# What does rhodium notice: a squeeze, a stretch, a shear or a different nucleus?

## The question

Take a cubic crystal of rhodium and change one thing at a time: its volume, its shape, or the way its nucleus is described. Three quantities may answer. Pressure is the mean push on the cell faces, shear stress is the sideways pull that resists a change of angle, and the electric field gradient at the nucleus senses charge that is not spread evenly over directions. Can four known rows tell us what a shear and a switch to point nuclei will do?

Fcc rhodium in its measured cell (COD, 13.75 Å³ per atom) and with single changes from that base run. Ansatz 0.2.0, all-electron PAW with datasets and cutoff made for each crystal, PBE, scalar-relativistic, without spin polarisation; Gaussian nuclei unless stated, 16 × 16 × 16 k mesh, Fermi-Dirac smearing of 0.08 eV. Pressure and stress are positive in compression.

| change from the base run | pressure (GPa) | stress xx (GPa) | stress zz (GPa) | stress xy (GPa) | Vzz at Rh (1e21 V/m^2) |
| --- | --- | --- | --- | --- | --- |
| base | 5.99 | 5.99 | 5.99 | 0.00 | 0.00 |
| volume scaled by 0.9405 | 26.47 | 26.47 | 26.47 | 0.00 | 0.00 |
| volume scaled by 1.06 | -8.42 | -8.42 | -8.42 | 0.00 | 0.00 |
| equal xy, yz and zx shear strains of +2 % | ? | ? | ? | ? | ? |
| point nuclei | ? | ? | ? | ? | ? |
| z stretched by +4 % at fixed volume | 6.54 | 11.44 | -3.25 | 0.00 | 0.40 |

Stresses count positive in compression. Stress xx and stress zz act along the cube axes, and stress xy is a shear component. Vzz is the largest principal component of the field gradient, with its sign.

## What the known rows teach

A change of volume moves the pressure and leaves the crystal cubic. Dividing the pressure change by the logarithm of the volume ratio gives a stiffness of 334 GPa on the compressed side and 247 GPa on the expanded side. Interpolated to the base volume, the bulk modulus is about 290 GPa. The 5.99 GPa of the base run is no sign of a squeezed sample: this density functional prefers a somewhat larger cell than the measured one.

The z stretch keeps the volume and changes the shape. The crystal pulls back along z and pushes outward along x and y, so the two normal stresses separate. The cube has lost its symmetry, and a field gradient of 0.40 appears where the cubic rows have none. Its size is provisional: spin-orbit coupling is left out, the electrons below the valence shell are kept in a spherical core, and the gradient of a metal moves with the k mesh.

The difference between the two normal stresses measures the resistance to this change of shape. It gives the elastic constant $C'=(C_{11}-C_{12})/2$, where 1.04 and 0.98058 are the length factors along z and x:

$$C'=\frac{11.44-(-3.25)}{2\ln(1.04/0.98058)}\approx 125\ \text{GPa}.$$

## From a stretch to a shear

A shear is a stretch seen from another direction. I read the shear row as off-diagonal strains of 0.02 each. Together they lengthen the crystal by 4 % along the body diagonal [111] and shorten it by 2 % across that diagonal. These are nearly the strains of the z stretch, so that row can set the scale. Under the engineering convention, which counts the whole change of angle, the strain and the shear stress would be about half as large.

Direction matters because the bonds respond differently. Each atom has twelve nearest neighbours. Under the z stretch, four bonds shorten by about 2 % and eight lengthen by only 1 %. Under the [111] stretch, six shorten and six lengthen, each by about 2 %.

If bonds act as simple springs, their energy goes with the square of the length change. The two sums are $4\times2^2+8\times1^2=24$ and $12\times2^2=48$, so the shear constant $C_{44}$ would be twice $C'$. An elastically isotropic solid would have $C_{44}=C'$. Real rhodium lies between these limits, with a ratio of roughly 1.6 as I recall it, which makes $C_{44}$ about 200 GPa.

## The forecasts for the shear

**Stress xy: −7.9 ± 1.5 GPa.** The [111] stretch creates a stress difference between the diagonal and the directions across it, and one third of that difference appears as stress xy:

$$-\tfrac{2}{3}\times200\times\ln(1.04/0.98)\approx-7.9\ \text{GPa}.$$

The sign is negative because the crystal pulls back. The threefold axis keeps stress xx and stress zz equal to the pressure.

**Pressure: 7.2 ± 0.5 GPa.** The assumed strains reduce the volume slightly, which adds 0.34 GPa. A change of shape also raises the pressure at second order, because a crystal that stiffens on compression can lower its stored shear energy by expanding. The z stretch shows a rise of 0.55 GPa, though its cutoff and datasets changed too. I scale this rise by the same factor of 1.6.

**Vzz: +0.6 ± 0.6, in units of $10^{21}$ V/m².** An isotropic response would repeat the 0.40 of the z stretch. If the gradient followed only the uneven bond lengths, it would double. I take the middle, and the sign is the weakest part: a picture with point charges on the nearest neighbours would reverse it between the two directions.

## The forecasts for point nuclei

**Pressure: 5.99 ± 0.10 GPa, with stress xx and stress zz equal to it, and zero for stress xy and Vzz.** Giving the nucleus a finite size shifts the energy in proportion to the electron density at its centre. Pressure responds only to the part of that shift that changes with volume. The same calculations show that this density, made up mostly of core electrons, hardly changes between the compressed and the expanded crystal.

With a rough nuclear radius, the effect on pressure comes to a few thousandths of a GPa. The error bar allows for datasets remade for the run. Cubic symmetry survives the change of nucleus, so it still forbids a shear stress and a field gradient.

## The computed values

The withheld rows as computed:

| change from the base run | pressure (GPa) | stress xx (GPa) | stress zz (GPa) | stress xy (GPa) | Vzz at Rh (1e21 V/m^2) |
| --- | --- | --- | --- | --- | --- |
| equal xy, yz and zx shear strains of +2 % | 6.41 | 6.41 | 6.41 | -3.95 | -0.07 |
| point nuclei | 5.98 | 5.98 | 5.98 | 0.00 | 0.00 |

Point nuclei behave as forecast. The 0.01 GPa between the table entries is rounding: unrounded, the pressures are 5.9867 GPa for the base and 5.9836 GPa for point nuclei. The drop of 0.003 GPa has the size of the rough estimate and the expected sign, since a finite nucleus raises the energy slightly more in the compressed crystal, though the remade datasets could also contribute at this level. The shear row misses all three numerical ranges, although its normal stresses do equal its pressure.

## Why the shear stress came out at half

The computed stress xy is −3.95 GPa, almost exactly half the forecast. If the off-diagonal strains really were 0.02, $C_{44}$ would be only 100 GPa, below $C'$ and far below the roughly 190 GPa that I recall for rhodium. The engineering convention resolves this. Each off-diagonal strain is then 0.01, and the crystal lengthens by 2 % along [111] and shortens by 1 % across it:

$$C_{44}=\frac{3\times3.95}{2\ln(1.02/0.99)}\approx 200\ \text{GPa}.$$

The record of the run confirms this reading: its deformation gradient has off-diagonal terms of 0.01, and its volume, 13.7475 against 13.752 angstrom^3 for the base, has shrunk only as much as that strain requires. The miss was a misread setting, and my error bar should have covered an ambiguity I had already named. With the true strain the computed ratio $C_{44}/C'$ is about 1.6, the value I recalled, between the isotropic and the spring limits.

The pressure points the same way. It was forecast 0.8 GPa too high. Halving the strain cuts the second-order rise to a quarter and the volume loss likewise, which brings the estimate to about 6.3 GPa, against 6.41 GPa computed. The remaining gap lies in the shape term, about 0.33 GPa against 0.22 GPa rescaled, so the factor of 1.6 between the stiffnesses may not carry over to the pressure rise. The z stretch that sets this scale had its own datasets and a cutoff of 320 eV, against 300 eV for the base and the shear, and no run separates their effect from that of the strain. That is a correction made after seeing the answer, and the original forecast remains a miss.

## Why the gradient needs its own calibration

Halving the strain does not rescue the field gradient. The forecast would fall to about +0.3, while the calculation gives −0.07. The likely error is the assumption that one direction of stretch can calibrate the other. In a cubic crystal, symmetry allows two independent coefficients between strain and field gradient, one for stretches along the cube axes and one for shears, and they need not share a sign.

The nearest-neighbour geometry shows how a reversal can arise. A stretch changes the lengths of the bonds and also turns them towards the stretch axis. For positive point charges on the neighbours, shorter bonds across the axis push Vzz down, while the turning pushes it up. Turning wins under the z stretch, and length wins under the [111] stretch.

My forecast counted only bond lengths. The neighbour picture shows only that the two coefficients can differ; it is unlikely to be what sets the signs in rhodium. Charges of about one unit at this distance are expected to give gradients more than ten times smaller than 0.40, a spherical core cannot amplify them, and a sum over all ions in a neutralising background is expected to be negative for both stretches, with no reversal. The likelier source is the atom's own valence charge, which the two strains deform differently. At the zone centre the shear splits the threefold level at 21.50 eV into 21.26 eV and a pair at 21.61 eV and leaves the twofold level above it whole, while by symmetry the z stretch splits both. How this sets the two signs was not computed. The small value of −0.07 is also more exposed to the k mesh than the 0.40 of the z stretch, so even its sign is provisional.

A hexagonal metal would make a different series. Its symmetry permits a field gradient even without strain, so a mere change of volume could alter it. In cubic rhodium the gradient has to wait for a change of shape.

## A rule for using such numbers

For small strains of a cubic metal, three elastic constants are needed: one for volume, one for stretches along the cube axes and one for shears. The field gradient needs two coefficients of its own. Before a shear constant is taken from a strained run, check in its deformation gradient whether the quoted strain is the tensor component or the full change of angle. The stress is wrong by a factor of two if the conventions are mixed.
